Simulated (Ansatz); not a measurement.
## Ba: phonon entropy against temperature

Results calculated with Ansatz 0.2.0, not measured. Harmonic vibrational free energy, entropy and heat capacity at constant volume, per atom, from the force constants of a q mesh, imaginary modes left out; plane waves with PAW datasets, Gamma-centred k mesh.

Structure of every row (space group P6_3/mmc, No. 194):
```
CELL_PARAMETERS angstrom
4.49820 0.00000 0.00000
-2.24910 3.89560 0.00000
0.00000 0.00000 7.33470
ATOMIC_POSITIONS crystal
Ba 0.33333 0.66667 0.75000
Ba 0.66667 0.33333 0.25000
```

Settings of every row: functional PBE; dispersion none; spin none; wave cutoff 420 eV; k mesh 12x12x8; occupations fermi dirac; smearing width 0.15 eV; pressure 0 GPa; phonon method linear response; q mesh 3x3x1.

Limits: coarse q mesh; metal sensitive to the k mesh; no spin-orbit coupling, which can matter with elements this heavy; the cell comes from a prototype or a list of computed structures and needn't be the stable phase.

| row | temperature (K) | phonon entropy (kB/atom) | phonon free energy (meV/atom) | phonon heat capacity (kB/atom) |
| --- | --- | --- | --- | --- |
| 1 | 200 | ? | ? | ? |
| 2 | 300 | 7.477 | -115.4 | 2.985 |
| 3 | 400 | 8.337 | -183.7 | 2.991 |
| 4 | 500 | 9.005 | -258.5 | 2.994 |
| 5 | 600 | 9.551 | -338.5 | 2.996 |
| 6 | 700 | 10.013 | -422.9 | 2.997 |
| 7 | 800 | 10.413 | -510.9 | 2.997 |
| 8 | 900 | 10.766 | -602.2 | 2.998 |
| 9 | 1000 | 11.082 | -696.4 | 2.998 |

Question: what phonon entropy should row 1 give?

Worked fit of phonon entropy. Entropy rises as the heat capacity times the change of ln T, so take t = ln(T / 300 K). The shown rows have t = 0, 0.2877, 0.5108, 0.6931, 0.8473, 0.9808, 1.0986, 1.204. Least squares give phonon entropy = 7.4768 + 2.9898 × t + 0.00382 × t² kB/atom; a straight line predicts inner rows, each left out in turn, worse (root mean square 0.0005 against 0.00021 kB/atom). All shown rows lie on it to the printed digit. The withheld row has t = -0.4055, so the fit gives 7.4768 + 2.9898 × (-0.4055) + 0.00382 × (-0.4055)² = 6.265 kB/atom.

The calculation gave 6.27 kB/atom. The fit lies 0.005 kB/atom (0.1 % of the column's range) below it; its largest miss of a shown row is 0.000 kB/atom. This row lies beyond the range of the fit.

The other values of row 1: phonon free energy -55.8 meV/atom; phonon heat capacity 2.967 kB/atom.
